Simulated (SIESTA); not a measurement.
Runs of SIESTA 5.4.2 on As. Symmetry: R-3m, No. 166, trigonal system. Conventional cell: a = 3.762 Å, b = 3.762 Å, c = 10.542 Å, α = 90.00°, β = 90.00°, γ = 120.00°. As (site symmetry 3m) has 3 As at 2.51 Å as nearest neighbours. 

| task | level | potentials or basis | gap on the mesh (eV) | pressure (GPa) | largest force (eV/Å) |
| --- | --- | --- | --- | --- | --- |
| single point | LDA | PseudoDojo 0.4 standard (LDA files), DZP (energy shift 0.003 Ry; two zetas on semicore shells) | none | (a) | 0.71 |
| single point | WC | PseudoDojo 0.4 standard (PBEsol files), DZP (energy shift 0.003 Ry; two zetas on semicore shells) | none | 2.6 | 0.81 |
| single point | PBEsol | PseudoDojo 0.4 standard (PBEsol files), DZP (energy shift 0.003 Ry; two zetas on semicore shells) | none | 2.4 | 0.82 |
| band structure | PBE | PseudoDojo 0.4 standard (PBE files), DZP (energy shift 0.003 Ry; two zetas on semicore shells) | none | 6.0 | 0.88 |
| single point | PBE | PseudoDojo 0.4 standard (PBE files), DZP (energy shift 0.003 Ry; two zetas on semicore shells) | none | 6.0 | 0.88 |
| single point | PW91 | PseudoDojo 0.4 standard (PBE files), DZP (energy shift 0.003 Ry; two zetas on semicore shells) | none | (b) | 0.83 |
| single point | RPBE | PseudoDojo 0.4 standard (PBE files), DZP (energy shift 0.003 Ry; two zetas on semicore shells) | none | 8.2 | 0.94 |
| single point | revPBE | PseudoDojo 0.4 standard (PBE files), DZP (energy shift 0.003 Ry; two zetas on semicore shells) | none | 7.6 | 0.92 |
| single point | BLYP | PseudoDojo 0.4 standard (PBE files), DZP (energy shift 0.003 Ry; two zetas on semicore shells) | none | 10.9 | 0.83 |
| single point | AM05 | PseudoDojo 0.4 standard (PBEsol files), DZP (energy shift 0.003 Ry; two zetas on semicore shells) | none | 2.3 | 0.76 |

Alike in all rows: no spin polarisation; cell as given; k mesh 9 × 9 × 9; smearing fermi-dirac 0.05 eV; grid cutoff 500 Ry; energy shift 0.003 Ry.

Problem. Fill in the values left out.

Solution. (a) 0.7; (b) 5.9.

Caveats: the basis of atomic orbitals isn't converged, which shifts pressures, moduli and gaps; the potentials were made for another functional, which shifts forces and pressure (some runs).

A k mesh can miss the band edges, and the runs leave out spin-orbit coupling on As.

A gap of «none» marks a metal or a gap under the smearing width.
